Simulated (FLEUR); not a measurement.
# PbSe (Clausthalite) (Fm-3m) in FLEUR: further runs

One crystal, PbSe (Clausthalite), is run at these levels: LDA; tasks: band structure, equation of state.

Everything below comes from runs of FLEUR MaX-R8.1 (later development tree). Logs are shortened: lines on timing, memory, paths and dates and some standing lists are left out, and cuts for length are marked.

**The experiment to reproduce.**

A printed reference work, monograph reports, for a bulk crystal of PbSe at 4.2 K: band gap 0.15 eV (direct).

How close the calculation comes is told below.

## 1. Starting point

The structure is cubic, space group Fm-3m (No. 225). The conventional cell has a = 6.121 Å, b = 6.121 Å, c = 6.121 Å, α = 90.00°, β = 90.00°, γ = 90.00°. Around Pb (site symmetry m-3m) lie 6 Se at 3.06 Å. Se (site symmetry m-3m) has 6 Pb at 3.06 Å as nearest neighbours.

## 2. Band structure, LDA

Contents of inp.xml:

```xml
<?xml version="1.0" encoding="UTF-8" standalone="no"?>
<fleurInput fleurInputVersion="0.39">
   <comment>
      PbSe                                                                                                
   </comment>
   <calculationSetup>
      <cutoffs Kmax="4.1" Gmax="12.7" GmaxXC="12.7" numbands="0"/>
      <scfLoop itmax="60" minDistance="0.00001" maxIterBroyd="15" imix="Anderson" alpha="0.05" precondParam="0.0" spinf="2.0" sdNocoIR="T"/>
      <coreElectrons ctail="T" frcor="F" kcrel="0" coretail_lmax="0"/>
      <xcFunctional name="vwn" relativisticCorrections="F"/>
      <magnetism jspins="1"/>
      <soc l_soc="F" theta="0.0" phi="0.0" spav="F"/>
      <expertModes spex="0" secvar="F"/>
      <geometryOptimization l_f="F" forcealpha="1.0" forcemix="BFGS" epsdisp="0.00001" epsforce="0.00001"/>
      <ldaU l_linMix="F" mixParam="0.05" spinf="1.0"/>
   </calculationSetup>
   <cell>
      <bzIntegration valenceElectrons="36.0" mode="hist" fermiSmearingEnergy="0.00183747">
         <kPointListSelection listName="default-1"/>
         <!-- k-points included here -->
         <xi:include xmlns:xi="http://www.w3.org/2001/XInclude" href="kpts.xml"> </xi:include>
      </bzIntegration>
      <!-- symmetry operations included here -->
      <xi:include xmlns:xi="http://www.w3.org/2001/XInclude" href="sym.xml"> </xi:include>
      <bulkLattice scale="1.0">
[... 31 lines left out ...]
            <stateOccupation state="(4p3/2)" spinUp="1.333333" spinDown="1.333333"/>
         </electronConfig>
         <energyParameters s="4" p="4" d="4" f="4"/>
         <lo type="SCLO" l="2" n="3" eDeriv="0"/>
         <lo type="SCLO" l="0" n="4" eDeriv="2"/>
         <lo type="SCLO" l="1" n="4" eDeriv="2"/>
         <lo type="SCLO" l="3" n="4" eDeriv="2"/>
      </species>
   </atomSpecies>
   <atomGroups>
      <atomGroup species="Lead (Pb)">
         <relPos label="                   1">.0000000000 .0000000000 .0000000000</relPos>
         <force calculate="T" relaxXYZ="TTT"/>
      </atomGroup>
      <atomGroup species="Selenium (Se)">
         <relPos label="                   2">1.000/2.000 1.000/2.000 1.000/2.000</relPos>
         <force calculate="T" relaxXYZ="TTT"/>
      </atomGroup>
   </atomGroups>
   <output dos="F" band="F" slice="F">
      <checks vchk="F" cdinf="F"/>
      <bandDOS minEnergy="-.5*Htr" maxEnergy="0.5*Htr" sigma="0.015" storeEVData="T"/>
      <vacuumDOS vacdos="F" integ="F" star="F" nstars="0" locx1="0.0" locy1="0.0" locx2="0.0" locy2="0.0" nstm="0" tworkf="0.0"/>
      <unfoldingBand unfoldBand="F" supercellX="1" supercellY="1" supercellZ="1"/>
      <plotting iplot="0" polar="F">
         <plot TwoD="T" vec1="  1.0  0.0  0.0" vec2="  0.0  1.0  0.0" vec3="  0.0  0.0  1.0" zero="  0.0  0.0  0.0" file="plot"/>
      </plotting>
      <chargeDensitySlicing numkpt="0" minEigenval="0.0" maxEigenval="0.0" nnne="0" pallst="F"/>
      <specialOutput eonly="F"/>
      <moessbauerParams electricFieldGradient="T" isomerShift="T" coreHyperfine="T" valenceHyperfine="T"/>
      <magneticCircularDichroism mcd="F" energyLo="-10.0" energyUp="0.0"/>
   </output>
  <!-- We include the file relax.xml here to enable relaxations (see documentation) -->
  <xi:include xmlns:xi="http://www.w3.org/2001/XInclude" href="relax.xml"> <xi:fallback/> </xi:include>
</fleurInput>
```

Contents of crystal.txt:

```
PbSe
&input cartesian=F /
0.0000000000  3.0606500000  3.0606500000
3.0606500000  0.0000000000  3.0606500000
3.0606500000  3.0606500000  0.0000000000
1.8897261246
1.0 1.0 1.0

2
82 0.0000000000  0.0000000000  0.0000000000
34 0.5000000000  0.5000000000  0.5000000000

&kpt div1=8 div2=8 div3=8 gamma=T /
```

Contents of inp.xml (bands):

```
<?xml version="1.0" encoding="UTF-8" standalone="no"?>
<fleurInput fleurInputVersion="0.39">
   <comment>
      PbSe                                                                                                
   </comment>
   <calculationSetup>
      <cutoffs Kmax="4.1" Gmax="12.7" GmaxXC="12.7" numbands="0"/>
      <scfLoop itmax="60" minDistance="0.00001" maxIterBroyd="15" imix="Anderson" alpha="0.05" precondParam="0.0" spinf="2.0" sdNocoIR="T"/>
      <coreElectrons ctail="T" frcor="F" kcrel="0" coretail_lmax="0"/>
      <xcFunctional name="vwn" relativisticCorrections="F"/>
      <magnetism jspins="1"/>
      <soc l_soc="F" theta="0.0" phi="0.0" spav="F"/>
      <expertModes spex="0" secvar="F"/>
      <geometryOptimization l_f="F" forcealpha="1.0" forcemix="BFGS" epsdisp="0.00001" epsforce="0.00001"/>
      <ldaU l_linMix="F" mixParam="0.05" spinf="1.0"/>
   </calculationSetup>
   <cell>
      <bzIntegration valenceElectrons="36.0" mode="hist" fermiSmearingEnergy="0.00183747">
         <kPointListSelection listName="path-1"/>
         <!-- k-points included here -->
         <xi:include xmlns:xi="http://www.w3.org/2001/XInclude" href="kpts.xml"> </xi:include>
      </bzIntegration>
      <!-- symmetry operations included here -->
      <xi:include xmlns:xi="http://www.w3.org/2001/XInclude" href="sym.xml"> </xi:include>
      <bulkLattice scale="1.0">
         <bravaisMatrix>
[... 31 lines left out ...]
         </electronConfig>
         <energyParameters s="4" p="4" d="4" f="4"/>
         <lo type="SCLO" l="2" n="3" eDeriv="0"/>
         <lo type="SCLO" l="0" n="4" eDeriv="2"/>
         <lo type="SCLO" l="1" n="4" eDeriv="2"/>
         <lo type="SCLO" l="3" n="4" eDeriv="2"/>
      </species>
   </atomSpecies>
   <atomGroups>
      <atomGroup species="Lead (Pb)">
         <relPos label="                   1">.0000000000 .0000000000 .0000000000</relPos>
         <force calculate="T" relaxXYZ="TTT"/>
      </atomGroup>
      <atomGroup species="Selenium (Se)">
         <relPos label="                   2">1.000/2.000 1.000/2.000 1.000/2.000</relPos>
         <force calculate="T" relaxXYZ="TTT"/>
      </atomGroup>
   </atomGroups>
   <output dos="F" band="T" slice="F">
      <checks vchk="F" cdinf="F"/>
      <bandDOS minEnergy="-.5*Htr" maxEnergy="0.5*Htr" sigma="0.015" storeEVData="T"/>
      <vacuumDOS vacdos="F" integ="F" star="F" nstars="0" locx1="0.0" locy1="0.0" locx2="0.0" locy2="0.0" nstm="0" tworkf="0.0"/>
      <unfoldingBand unfoldBand="F" supercellX="1" supercellY="1" supercellZ="1"/>
      <plotting iplot="0" polar="F">
         <plot TwoD="T" vec1="  1.0  0.0  0.0" vec2="  0.0  1.0  0.0" vec3="  0.0  0.0  1.0" zero="  0.0  0.0  0.0" file="plot"/>
      </plotting>
      <chargeDensitySlicing numkpt="0" minEigenval="0.0" maxEigenval="0.0" nnne="0" pallst="F"/>
      <specialOutput eonly="F"/>
      <moessbauerParams electricFieldGradient="T" isomerShift="T" coreHyperfine="T" valenceHyperfine="T"/>
      <magneticCircularDichroism mcd="F" energyLo="-10.0" energyUp="0.0"/>
   </output>
  <!-- We include the file relax.xml here to enable relaxations (see documentation) -->
  <xi:include xmlns:xi="http://www.w3.org/2001/XInclude" href="relax.xml"> <xi:fallback/> </xi:include>
</fleurInput>
```

Potentials or basis: all-electron, FLAPW.

Command:

```console
> inpgen -f crystal.txt -profile fastHighL
> # inp.xml edited to the form shown
> fleur_MPI
> fleur_MPI   # second run, on inp.xml (bands)
```

Standard output:

```text
Welcome to FLEUR        (www.flapw.de)
      MaX-Release 8.1          (www.max-centre.eu)

 ========== k-point set info ==========
 Selected k-point list: default-1
 k-point list type: mesh
 8 x 8 x 8
 Number of k points: 29

 ------------Calculation Setup---------------------------
 Number of MPI-tasks      :            1
 Number of PE/node        :            1
 Number of OMP-threads    :            1
 Most efficient MPI parallelization for:
           1          29
 Additional eigenvalue parallelization possible
 Number of basis functions:          534
 Approximate size of matrices (H+S) per k-point:         0.004 GB
 --------------------------------------------------------
 Iteration:     1   Distance:       9.28345833 me/bohr^3
 Iteration:     2   Distance:       8.57958527 me/bohr^3
 Iteration:     3   Distance:       4.39501222 me/bohr^3
 Iteration:     4   Distance:       1.82239903 me/bohr^3
 Iteration:     5   Distance:       0.99242119 me/bohr^3
 Iteration:     6   Distance:       0.08445877 me/bohr^3
 Iteration:     7   Distance:       0.08003537 me/bohr^3
 Iteration:     8   Distance:       0.01933691 me/bohr^3
 Iteration:     9   Distance:       0.00569312 me/bohr^3
 Iteration:    10   Distance:       0.00613731 me/bohr^3
 Iteration:    11   Distance:       0.00086723 me/bohr^3
 Iteration:    12   Distance:       0.00008714 me/bohr^3
 Iteration:    13   Distance:       0.00008346 me/bohr^3
 Iteration:    14   Distance:       0.00000775 me/bohr^3

 ********************************************************************
 Run finished successfully
 Stop message:
   all done
 ********************************************************************
```

output (bands):

```text
Welcome to FLEUR        (www.flapw.de)
      MaX-Release 8.1          (www.max-centre.eu)

 ========== k-point set info ==========
 Selected k-point list: path-1
 k-point list type: path
 Number of k points: 60

 ------------Calculation Setup---------------------------
 Number of MPI-tasks      :            1
 Number of PE/node        :            1
 Number of OMP-threads    :            1
 Most efficient MPI parallelization for:
           1           2           3           4           5           6          10          12          15          20          30          60
 Additional eigenvalue parallelization possible
 Number of basis functions:          534
 Approximate size of matrices (H+S) per k-point:         0.004 GB
 --------------------------------------------------------
 Fermi energy correction for metals:
 Fermi energy in bands.* files may not be consistent with last density.
 Please correct it manually (e.g. in band.gnu file).

 Note: Band structure data (together with different weights) is also stored in the banddos.hdf file.
       A convenient way of extracting and plotting the data from that file is by making use of the

 ********************************************************************
 Run finished successfully
 Stop message:
   Charge density postprocessing done.
 ********************************************************************
```

out.xml (last iteration):

```text
<iteration numberForCurrentRun="   14" overallNumber="   14">
         <energyParameters units="Htr">
            <atomicEP atomType="1" spin="1" branch="6s" branchLowest="-4.91" branchHighest="0.52" value="-0.1020035783"/>
            <atomicEP atomType="1" spin="1" branch="6p" branchLowest="-2.76" branchHighest="1.36" value="0.1817753535"/>
            <atomicEP atomType="1" spin="1" branch="5d" branchLowest="-14.35" branchHighest="-0.33" value="-0.3612950765"/>
            <atomicEP atomType="1" spin="1" branch="5f" branchLowest="-4.51" branchHighest="1.82" value="0.5215189840"/>
            <loAtomicEP atomType="1" spin="1" branch="5p" branchLowest="-23.26" branchHighest="-2.76" value="-2.8311664660"/>
            <loAtomicEP atomType="1" spin="1" branch="5p" branchLowest="-23.26" branchHighest="-2.76" value="-2.8311664660"/>
            <loAtomicEP atomType="1" spin="1" branch="6s" branchLowest="-4.91" branchHighest="0.52" value="-0.1020035783"/>
            <loAtomicEP atomType="1" spin="1" branch="5d" branchLowest="-14.35" branchHighest="-0.33" value="-0.3930351409"/>
            <loAtomicEP atomType="1" spin="1" branch="5f" branchLowest="-4.51" branchHighest="1.82" value="0.5215061066"/>
            <atomicEP atomType="2" spin="1" branch="4s" branchLowest="-7.37" branchHighest="0.16" value="-0.2443770941"/>
            <atomicEP atomType="2" spin="1" branch="4p" branchLowest="-5.17" branchHighest="0.80" value="0.1129121481"/>
            <atomicEP atomType="2" spin="1" branch="4d" branchLowest="-1.52" branchHighest="1.90" value="0.3998078882"/>
            <atomicEP atomType="2" spin="1" branch="4f" branchLowest="-9.99" branchHighest="2.81" value="0.5691021774"/>
            <loAtomicEP atomType="2" spin="1" branch="3d" branchLowest="-9.99" branchHighest="-1.52" value="-1.5180473939"/>
            <loAtomicEP atomType="2" spin="1" branch="4s" branchLowest="-7.37" branchHighest="0.16" value="-0.2443770941"/>
            <loAtomicEP atomType="2" spin="1" branch="4p" branchLowest="-5.17" branchHighest="0.80" value="0.1094376336"/>
            <loAtomicEP atomType="2" spin="1" branch="4f" branchLowest="-9.99" branchHighest="2.81" value="0.5691042363"/>
         </energyParameters>
         <eigenvalues>
            <eigenvaluesAt spin="1" ikpt="1" k_x="0.00000000" k_y="0.00000000" k_z="0.00000000">
                      -2.7653597432       -2.7653597432       -2.7653597432       -1.5201678866       -1.5201678866
                      -1.5200682250       -1.5200682250       -1.5200682250       -0.3969224187       -0.3969224187
                      -0.3968435373       -0.3968435373       -0.3968435373       -0.2830725230       -0.0187876295
                       0.1498169573        0.1498169573        0.1498169573        0.3872973484        0.3872973484
                       0.3872973484        0.4573922872        0.4573922872        0.4573922872        0.5137840579
                       0.5208454425        0.5507989875        0.5507989875
            </eigenvaluesAt>
            <eigenvaluesAt spin="1" ikpt="2" k_x="0.00000000" k_y="0.00000000" k_z="0.12500000">
                      -2.7653600636       -2.7653596281       -2.7653596281       -1.5201654303       -1.5201654303
                      -1.5200656869       -1.5200641895       -1.5200641895       -0.3970447279       -0.3970447279
                      -0.3968229656       -0.3966722220       -0.3966722220       -0.2787125551       -0.0327524424
                       0.1513658087        0.1513658087        0.1593764319        0.3484431409        0.3631159257
                       0.3631159257        0.4489876113        0.4699593216        0.4699593216        0.5555222790
                       0.5703982155        0.5841247619        0.5841247619
[... 63 lines left out ...]
               <shell n="1" l="0" isomerShift="2447022.73839"/>
               <shell n="2" l="0" isomerShift="377609.81618"/>
               <shell n="2" l="1" isomerShift="29985.98457"/>
               <shell n="3" l="0" isomerShift="87288.45649"/>
               <shell n="3" l="1" isomerShift="7786.69580"/>
               <shell n="4" l="0" isomerShift="22637.20772"/>
               <shell n="3" l="2" isomerShift="0.00327"/>
               <shell n="4" l="1" isomerShift="1995.67353"/>
               <shell n="4" l="2" isomerShift="0.00091"/>
               <shell n="4" l="3" isomerShift="0.00000"/>
               <shell n="5" l="0" isomerShift="4882.94368"/>
            </coreIsomerShift>
            <coreIsomerShift atomType="2" isTotal="39786.07603">
               <shell n="1" l="0" isomerShift="35524.48750"/>
               <shell n="2" l="0" isomerShift="3641.48338"/>
               <shell n="2" l="1" isomerShift="36.72318"/>
               <shell n="3" l="0" isomerShift="577.49849"/>
               <shell n="3" l="1" isomerShift="5.88348"/>
            </coreIsomerShift>
            <isomerShift atomType="1" nucleusRadius="0.0001398" averageDensity="2979807.26574"/>
            <isomerShift atomType="2" nucleusRadius="0.0001013" averageDensity="39843.54448"/>
            <electricFieldGradient atomType="1" VXX="0.00000" VYY="0.00000" VZZ="0.00000" asymParam="0.00000">
            </electricFieldGradient>
            <electricFieldGradient atomType="2" VXX="0.00000" VYY="0.00000" VZZ="0.00000" asymParam="0.00000">
            </electricFieldGradient>
         </moessbauerParams>
         <totalEnergy                                    value="   -23344.1881906279" units="Htr">
            <sumOfEigenvalues                            value="   -14341.6370442012">
               <coreElectrons value="-14306.0114958352"/>
               <valenceElectrons value="-35.6255483660"/>
            </sumOfEigenvalues>
            <densityCoulombPotentialIntegral value="-40556.2617914012"/>
            <densityEffectivePotentialIntegral value="-41171.8369875454"/>
            <chargeDenXCDenIntegral value="-463.8314310834"/>
            <FockExchangeEnergyValence value="0.0000000000"/>
            <FockExchangeEnergyCore value="0.0000000000"/>
            <atomTypeDependentContributions atomType="1">
               <electronNucleiInteractionDifferentMTs value="26453.5793969791"/>
               <MadelungTerm value="-39.7526863684"/>
            </atomTypeDependentContributions>
            <atomTypeDependentContributions atomType="2">
               <electronNucleiInteractionDifferentMTs value="2925.2614637608"/>
               <MadelungTerm value="-13.8322600799"/>
            </atomTypeDependentContributions>
            <tkbTimesEntropy value="0.0000226282"/>
            <freeEnergy value="-23344.1882132561"/>
            <extrapolationTo0K value="-23344.1882019420"/>
         </totalEnergy>
         <densityConvergence units="me/bohr^3">
            <chargeDensity spin="1" distance="0.0000077457"/>
         </densityConvergence>
      </iteration>
```

It took 42 s on 1 thread of Intel Xeon Platinum 8488C (Sapphire Rapids), shared host; peak memory 0.07 GiB.

Results:

| Property | Result |
| --- | --- |
| Free energy | -635227.7221 eV |
| Band gap on the k mesh | 0.19 eV, direct |
| Band gap along the path | 0.19 eV, direct |
| Valence electrons inside the program's atomic spheres | Pb 17.93; Se 14.61 (radii Pb 2.66, Se 2.46 bohr) |

Levels at the corners of the path, in eV from the valence-band top:
```csv
point,band 16,band 17,band 18,band 19,band 20,band 21
Γ,-1.84,-1.84,-1.84,4.62,4.62,4.62
X,-4.98,-3.21,-3.21,3.66,5.53,5.53
W,-4.22,-4.22,-0.76,1.80,4.90,4.90
K,-4.57,-2.70,-2.40,3.33,3.96,5.37
Γ,-1.84,-1.84,-1.84,4.62,4.62,4.62
L,-1.41,-1.41,0.00,0.19,1.64,1.64
U,-4.57,-2.70,-2.40,3.33,3.96,5.37
W,-4.22,-4.22,-0.76,1.80,4.90,4.90
L,-1.41,-1.41,0.00,0.19,1.64,1.64
K,-4.57,-2.70,-2.40,3.33,3.96,5.37
U,-4.57,-2.70,-2.40,3.33,3.96,5.37
X,-4.98,-3.21,-3.21,3.66,5.53,5.53
```

Core levels (eV from the Fermi level):
| atom | levels |
| --- | --- |
| 1 Pb | 1s1/2 -87909.7, 2s1/2 -15708.2, 2p1/2 -15087.9, 2p3/2 -12900.1, 3s1/2 -3766.9, 3p1/2 -3486.6, 3p3/2 -2998.6, 4s1/2 -848.9, 3d3/2 -2536.8, 3d5/2 -2432.9, 4p1/2 -727.6, 4p3/2 -607.9, 4d3/2 -410.2, 4d5/2 -387.8, 4f5/2 -131.6, 4f7/2 -126.5, 5s1/2 -139.7 |
| 2 Se | 1s1/2 -12473.5, 2s1/2 -1597.9, 2p1/2 -1434.3, 2p3/2 -1392.6, 3s1/2 -206.6, 3p1/2 -150.6, 3p3/2 -144.7 |

Caveat: spin-orbit coupling is left out, which as a rule narrows the gap of such compounds by several tenths of an eV.

## 3. Equation of state, LDA, 26.95 Å³/atom (volume scaled by 0.94)

Changes to inp.xml since step 2:

```diff
@@ -24,3 +24,3 @@
       <xi:include xmlns:xi="http://www.w3.org/2001/XInclude" href="sym.xml"> </xi:include>
-      <bulkLattice scale="1.0">
+      <bulkLattice scale="0.9795861087">
          <bravaisMatrix>
@@ -50,3 +50,3 @@
       <species name="Selenium (Se)" element="Se" atomicNumber="34">
-         <mtSphere radius="2.46" gridPoints="813" logIncrement="0.015"/>
+         <mtSphere radius="2.39" gridPoints="813" logIncrement="0.015"/>
          <atomicCutoffs lmax="10" lnonsphr="8"/>
```

Potentials or basis: all-electron, FLAPW.

Command:

```console
> inpgen -f crystal.txt -profile fastHighL
> # inp.xml edited to the form shown
> fleur_MPI
```

Run time: 33 s. Hardware: 1 thread of Intel Xeon Platinum 8488C (Sapphire Rapids), shared host; peak memory 0.08 GiB.

It converged, with:

| Item | Value |
| --- | --- |
| Free energy | -635227.7333 eV |
| Band gap on the k mesh | 0.03 eV, direct |
| Valence electrons inside the program's atomic spheres | Pb 17.98; Se 14.46 (radii Pb 2.66, Se 2.39 bohr) |

Caveat: spin-orbit coupling is left out, which as a rule narrows the gap of such compounds by several tenths of an eV.

## 4. Equation of state, LDA, 27.52 Å³/atom (volume scaled by 0.96)

Changes to inp.xml since step 3:

```diff
@@ -24,3 +24,3 @@
       <xi:include xmlns:xi="http://www.w3.org/2001/XInclude" href="sym.xml"> </xi:include>
-      <bulkLattice scale="0.9795861087">
+      <bulkLattice scale="0.9864848297">
          <bravaisMatrix>
```

Command:

```console
> inpgen -f crystal.txt -profile fastHighL
> # inp.xml edited to the form shown
> fleur_MPI
```

It took 34 s on 1 thread of Intel Xeon Platinum 8488C (Sapphire Rapids), shared host; peak memory 0.08 GiB.

Results (log left out):

| Property | Result |
| --- | --- |
| Free energy | -635227.7377 eV |
| Band gap on the k mesh | 0.05 eV, direct |
| Valence electrons inside the program's atomic spheres | Pb 17.96; Se 14.45 (radii Pb 2.66, Se 2.39 bohr) |

Caveat: spin-orbit coupling is left out, which as a rule narrows the gap of such compounds by several tenths of an eV.

(Continued in part 2 of 2.)
